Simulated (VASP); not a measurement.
# MgB2 (P6/mmm) in VASP: a series of runs

One crystal, MgB2, is run at these levels: HSE06, PBE; tasks: optical spectrum.

Everything below comes from runs of VASP 6.6.1. Logs are shortened: lines on timing, memory, paths and dates and some standing lists are left out, and cuts for length are marked.

### Step 1. The structure

It takes space group P6/mmm (No. 191, hexagonal). The conventional cell has a = 3.085 Å, b = 3.085 Å, c = 3.523 Å, α = 90.00°, β = 90.00°, γ = 120.00°. Around Mg (site symmetry 6/mmm) lie 12 B at 2.51 Å. B (site symmetry -6m2) is surrounded by 3 B at 1.78 Å.

### Step 2. Optical spectrum, HSE06

Input file POSCAR:

```
MgB2
1.0
    3.0850000000      0.0000000000      0.0000000000
   -1.5425000000      2.6716883707      0.0000000000
    0.0000000000      0.0000000000      3.5230000000
Mg B
1 2
Direct
    0.0000000000      0.0000000000      0.0000000000
    0.3333333333      0.6666666667      0.5000000000
    0.6666666667      0.3333333333      0.5000000000
```

Input file INCAR.step1:

```
SYSTEM = MgB2
ALGO = Normal ; EDIFF = 1E-5
ENCUT = 520 ; GGA = PE
ISIF = 2 ; ISMEAR = -1
LASPH = .TRUE. ; LCHARG = .FALSE.
LREAL = .FALSE. ; LWAVE = .TRUE.
NBANDS = 36 ; NELM = 100
PREC = Accurate ; SIGMA = 0.05
```

Input file INCAR.step2:

```
SYSTEM = MgB2
ALGO = Normal ; CSHIFT = 0.1
EDIFF = 1E-6 ; ENCUT = 520
GGA = PE ; HFSCREEN = 0.2
ISIF = 2 ; ISMEAR = -1
ISTART = 1 ; LASPH = .TRUE.
LCHARG = .FALSE. ; LHFCALC = .TRUE.
LOPTICS = .TRUE. ; LREAL = .FALSE.
LWAVE = .FALSE. ; NBANDS = 36
NEDOS = 2000 ; NELM = 100
PREC = Accurate ; PRECFOCK = Fast
SIGMA = 0.05
```

Input file KPOINTS:

```
k-points
0
G
  8 8 6
  0 0 0
```

Potentials or basis: VASP PAW PBE potentials, release 64 (Mg, B).

Run with:

```console
$ cat potpaw_PBE.64/Mg/POTCAR potpaw_PBE.64/B/POTCAR > POTCAR
$ cp INCAR.step1 INCAR
$ mpirun -np 1 vasp_std > vasp.out
$ cp INCAR.step2 INCAR
$ mpirun -np 1 vasp_std > vasp.out
```

OUTCAR:

```text
SYSTEM = MgB2
   EDIFF = 1E-6
   ENCUT = 520
   GGA = PE
   HFSCREEN = 0.2
   ISIF = 2
   ISMEAR = -1
   ISTART = 1
   LASPH = .TRUE.
   LHFCALC = .TRUE.
   LREAL = .FALSE.
   NELM = 100
   PREC = Accurate
   PRECFOCK = Fast

 ion  position               nearest neighbor table
   1  0.000  0.000  0.000-   2 2.51   3 2.51   2 2.51   3 2.51   3 2.51   3 2.51   2 2.51   2 2.51
                             3 2.51   3 2.51   2 2.51   2 2.51
   2  0.333  0.667  0.500-   3 1.78   3 1.78   3 1.78   1 2.51   1 2.51   1 2.51   1 2.51   1 2.51
                             1 2.51
   3  0.667  0.333  0.500-   2 1.78   2 1.78   2 1.78   1 2.51   1 2.51   1 2.51   1 2.51   1 2.51
                             1 2.51

  LATTYP: Found a hexagonal cell.
 ALAT       =     3.0850000000
 C/A-ratio  =     1.1419773096

  Lattice vectors:

 A1 = (   3.0850000000,   0.0000000000,   0.0000000000)
 A2 = (  -1.5425000000,   2.6716883707,   0.0000000000)
 A3 = (   0.0000000000,   0.0000000000,   3.5230000000)

Analysis of symmetry for initial positions (statically):
=====================================================================
 Subroutine PRICEL returns:
 Original cell was already a primitive cell.

 Routine SETGRP: Setting up the symmetry group for a
 hexagonal supercell.

 Subroutine GETGRP returns: Found 24 space group operations
 (whereof 24 operations were pure point group operations)
 out of a pool of 24 trial point group operations.

The static configuration has the point symmetry D_6h.

Analysis of symmetry for dynamics (positions and initial velocities):
=====================================================================
 Subroutine PRICEL returns:
 Original cell was already a primitive cell.

 Routine SETGRP: Setting up the symmetry group for a
 hexagonal supercell.

 Subroutine GETGRP returns: Found 24 space group operations
 (whereof 24 operations were pure point group operations)
 out of a pool of 24 trial point group operations.

The dynamic configuration has the point symmetry D_6h.

 Subroutine INISYM returns: Found 24 space group operations
 (whereof 24 operations are pure point group operations),
 and found     1 'primitive' translations

----------------------------------------------------------------------------------------

                                     Primitive cell

  volume of cell :      29.0371

  direct lattice vectors                    reciprocal lattice vectors
     3.085000000  0.000000000  0.000000000     0.324149109  0.187147575  0.000000000
    -1.542500000  2.671688371  0.000000000     0.000000000  0.374295150  0.000000000
     0.000000000  0.000000000  3.523000000     0.000000000  0.000000000  0.283848992

  length of vectors
     3.085000000  3.085000000  3.523000000     0.374295150  0.374295150  0.283848992

  position of ions in fractional coordinates (direct lattice)
     0.000000000  0.000000000  0.000000000
     0.333333333  0.666666667  0.500000000
     0.666666667  0.333333333  0.500000000

  ion indices of the primitive-cell ions
   primitive index   ion index
                 1           1
                 2           2
                 3           3

----------------------------------------------------------------------------------------

[... 98 lines left out ...]
   NKREDX  =     1    reduce k-point grid by
   NKREDY  =     1    reduce k-point grid by
   NKREDZ  =     1    reduce k-point grid by
   AEXX    =    0.2500 exact exchange contribution
   HFSCREEN=    0.2000 screening length (either q_TF or 0.3 A-1)
   HFSCREENC=   0.2000 screening length for correlation (either q_TF or 0.3 A-1)
   ENCUTFOCK=  -1.0 apply spherical cutoff to Coloumb kernel
   IVDW    =     0    specifies the selected vdW correction
   LEPSILON=     F    determine dielectric tensor
   LRPA    =     F    only Hartree local field effects (RPA)
 non-spin polarized calculation
  energy-cutoff  :      520.00
  volume of cell :       29.04
 maximum number of plane-waves:       806
 NGX is ok and might be reduce to    24
  NGX = 14; NGY = 14; NGZ = 16

 number of electron       8.0000000 magnetization

 Free energy of the ion-electron system (eV)
  ---------------------------------------------------
  ext. energy  EPLUGINS =         0.00000000
  ---------------------------------------------------
  free energy    TOTEN  =       -16.75611842 eV

  energy without entropy =      -16.75215086  energy(sigma->0) =      -16.75413464

 E-fermi :   5.1390     XC(G=0):  -8.9640

 val. band max:        5.0453976540   @ k =   0.3750   0.2500   0.1667
 cond. band min:       5.1969144065   @ k =   0.2500   0.2500   0.5000
 fundamental gap:      0.1515167525
 Fermi energy:         5.1390218158

 k-point     1 :       0.0000    0.0000    0.0000
  band No.  band energies     occupation
      1      -9.0116      2.00000
      2       1.7407      2.00000
      3       5.2789      0.11495
      4       5.2789      0.11495
      5       7.1723      0.00000
      6      12.1967      0.00000
[... 433 lines left out ...]
      3       0.6652      2.00000
      4       2.9454      2.00000
      5       6.5763      0.00000
      6      11.2584      0.00000
[... 8 lines left out ...]
     15      28.1443      0.00000
     16      28.9151      0.00000

 [... further k-points ...]

 [bands above 16 left out]

------------------------ aborting loop because EDIFF is reached ----------------------------------------

  FORCE on cell =-STRESS in cart. coord.  units (eV):
  Direction    XX          YY          ZZ          XY          YZ          ZX
  --------------------------------------------------------------------------------------
  -------------------------------------------------------------------------------------
  Total       -0.3519664     -0.3519664     -0.6534232      0.0000000      0.0000000      0.0000000
  in kB      -19.4203983    -19.4203983    -36.0538371      0.0000000      0.0000000      0.0000000
  external PRESSURE =     -24.9648779 kB  Pullay stress =       0.0000000 kB

 VOLUME and BASIS-vectors are now :
 -----------------------------------------------------------------------------
  energy-cutoff  :      520.00
  volume of cell :       29.04
      direct lattice vectors                 reciprocal lattice vectors
     3.085000000  0.000000000  0.000000000     0.324149109  0.187147575  0.000000000
    -1.542500000  2.671688371  0.000000000     0.000000000  0.374295150  0.000000000
     0.000000000  0.000000000  3.523000000     0.000000000  0.000000000  0.283848992

 POSITION                                       TOTAL-FORCE (eV/Angst)
 -----------------------------------------------------------------------------------
      0.00000      0.00000      0.00000         0.000000      0.000000      0.000000
     -0.00000      1.78113      1.76150        -0.000000      0.000000      0.000000
      1.54250      0.89056      1.76150         0.000000      0.000000     -0.000000
 -----------------------------------------------------------------------------------
    total drift:                                0.000000     -0.000000     -0.000000

  FREE ENERGIE OF THE ION-ELECTRON SYSTEM (eV)
  ---------------------------------------------------
  free  energy   TOTEN  =       -16.7561184215 eV

  energy  without entropy=      -16.7521508598  energy(sigma->0) =      -16.75413464

 electrical conductivity sigma (Mega S m-1) (frequency dependency in vasprun.xml)
  --------------------------------------------------------------------------------------
       0.087       0.000       0.000
      -0.000       0.087       0.000
       0.000       0.000       0.116

  frequency dependent IMAGINARY DIELECTRIC FUNCTION (independent particle, no local field effects) density-density
     E(ev)      X         Y         Z        XY        YZ        ZX
  --------------------------------------------------------------------------------------------------------------
     0.00000     0.00000     0.00000     0.00000     0.00000     0.00000     0.00000
     0.79934     1.00245     1.00245     0.02123     0.00000    -0.00000    -0.00000
     1.59868    16.30496    16.30496     0.04857     0.00000    -0.00000    -0.00000
     2.39802     1.11797     1.11797     0.09423     0.00000    -0.00000    -0.00000
     3.19737     2.78039     2.78039     0.21121     0.00000    -0.00000    -0.00000
     3.99671     1.73270     1.73270     0.57262     0.00000    -0.00000    -0.00000
[... 92 lines left out ...]
    78.33547     0.00017     0.00017     0.00017    -0.00000    -0.00000    -0.00000
    79.13481     0.00016     0.00016     0.00016    -0.00000    -0.00000    -0.00000

  frequency dependent      REAL DIELECTRIC FUNCTION (independent particle, no local field effects) density-density
     E(ev)        X           Y           Z          XY          YZ          ZX
  --------------------------------------------------------------------------------------------------------------
     0.00000    11.40752    11.40752     5.91466     0.00000    -0.00000    -0.00000
     0.79934    13.03949    13.03949     5.99760     0.00000    -0.00000    -0.00000
     1.59868    -4.15210    -4.15210     6.26932    -0.00000    -0.00000    -0.00000
     2.39802     6.50427     6.50427     6.81934     0.00000    -0.00000    -0.00000
     3.19737     7.90174     7.90174     7.92807    -0.00000    -0.00000    -0.00000
     3.99671     0.65700     0.65700    10.28912    -0.00000     0.00000    -0.00000
[... 92 lines left out ...]
    78.33547     0.93717     0.93717     0.93912     0.00000     0.00000     0.00000
    79.13481     0.93851     0.93851     0.94045     0.00000     0.00000     0.00000

  frequency dependent IMAGINARY DIELECTRIC FUNCTION (independent particle, no local field effects) current-current
     E(ev)      X         Y         Z        XY        YZ        ZX
  --------------------------------------------------------------------------------------------------------------
     0.00000    52.64277    52.64277    24.61617     0.00000    -0.00000    -0.00000
     0.79934     4.05542     4.05542     1.27278     0.00000    -0.00000     0.00000
     1.59868    14.72275    14.72275     0.70852     0.00000    -0.00000     0.00000
     2.39802     1.59724     1.59724     0.58038     0.00000    -0.00000     0.00000
     3.19737     3.25703     3.25703     0.64664     0.00000    -0.00000    -0.00000
     3.99671     1.69309     1.69309     1.04128    -0.00000    -0.00000     0.00000
[... 92 lines left out ...]
    78.33547     0.00001     0.00001     0.00001    -0.00000    -0.00000    -0.00000
    79.13481     0.00001     0.00001     0.00001    -0.00000    -0.00000    -0.00000

  frequency dependent      REAL DIELECTRIC FUNCTION (independent particle, no local field effects) current-current
     E(ev)        X           Y           Z          XY          YZ          ZX
  --------------------------------------------------------------------------------------------------------------
     0.00000    11.38041    11.38041     5.91388     0.00000    -0.00000    -0.00000
     0.79934    12.93770    12.93770     5.99657     0.00000    -0.00000     0.00000
     1.59868    -6.53995    -6.53995     6.26816     0.00000    -0.00000     0.00000
     2.39802     6.48243     6.48243     6.81784     0.00000    -0.00000     0.00000
     3.19737     7.82806     7.82806     7.92528    -0.00000    -0.00000     0.00000
     3.99671     0.62720     0.62720    10.28311    -0.00000     0.00000    -0.00000
[... 92 lines left out ...]
    78.33547     0.93717     0.93717     0.93912    -0.00000    -0.00000     0.00000
    79.13481     0.93851     0.93851     0.94045    -0.00000    -0.00000     0.00000
```

It took 61 min on 1 thread of AMD EPYC 7R13 (Zen 3), shared host; peak memory 0.27 GiB.

Results:

```yaml
Free_energy: -16.7561 eV
Pressure: -2.5 GPa
Band_gap_on_the_k_mesh: none (metal or under the smearing width)
```

Stress tensor (GPa, compression positive):
```
-1.94  0.00  0.00
 0.00 -1.94  0.00
 0.00  0.00 -3.61
```

Levels at points of the mesh, in eV from the Fermi level:
```tsv
k point	band 1	band 2	band 3	band 4	band 5	band 6	band 7	band 8
(0.00, 0.00, 0.00)	-14.15	-3.40	0.14	0.14	2.03	7.06	7.06	9.02
(0.50, 0.00, 0.00)	-9.88	-9.00	-2.73	0.35	3.67	4.44	5.92	7.90
(0.00, 0.00, 0.50)	-12.76	-8.46	0.57	0.57	7.43	7.43	9.14	10.98
(0.50, 0.00, 0.50)	-8.79	-8.00	-4.05	-2.39	-1.29	6.41	9.63	9.76
```

Dielectric function (mean over the directions given):
| energy (eV) | real part | imaginary part |
| --- | --- | --- |
| 0.32 | 9.80 | 0.17 |
| 0.80 | 10.69 | 0.68 |
| 1.28 | 16.14 | 6.32 |
| 1.76 | 0.27 | 3.54 |
| 2.32 | 6.06 | 0.71 |
| 2.80 | 7.57 | 4.51 |
| 3.28 | 9.07 | 2.63 |
| 3.84 | 1.98 | 2.68 |
| 4.32 | 6.22 | 1.59 |
| 4.80 | 8.56 | 3.81 |
| 5.36 | 1.65 | 11.07 |
| 5.84 | 3.52 | 4.54 |
| 6.31 | 4.69 | 3.09 |
| 6.87 | 6.54 | 2.78 |
| 7.35 | 6.40 | 10.81 |
| 7.83 | 1.59 | 10.02 |
| 8.31 | -0.32 | 8.42 |
| 8.87 | -1.32 | 6.72 |
| 9.35 | -1.32 | 5.75 |
| 9.83 | 0.97 | 3.72 |
| 10.39 | -2.91 | 7.69 |
| 10.87 | -3.37 | 5.18 |
| 11.35 | -3.36 | 2.92 |
| 11.91 | -1.82 | 1.87 |
| 12.39 | -1.75 | 1.74 |
| 12.87 | -1.76 | 1.61 |
| 13.43 | -1.26 | 0.72 |
| 13.91 | -0.65 | 0.80 |
| 14.39 | -0.37 | 1.12 |
| 14.87 | -0.85 | 1.56 |
| 15.43 | -0.27 | 1.32 |
| 15.91 | -0.65 | 1.27 |
| 16.39 | -0.94 | 0.92 |
| 16.95 | -0.79 | 0.66 |
| 17.43 | -0.40 | 0.38 |
| 17.91 | -0.32 | 0.49 |
| 18.46 | -0.24 | 0.31 |
| 18.94 | -0.17 | 0.25 |
| 19.42 | -0.04 | 0.24 |
| 19.98 | 0.11 | 0.20 |

Caveat: spectra need much finer meshes, so this one isn't converged; independent-particle spectra lack excitons; the intraband (Drude) part of a metal's response may be missing; the PAW data sets were made with another functional, which shifts forces and pressure a little.

[end of part 1 of 2]
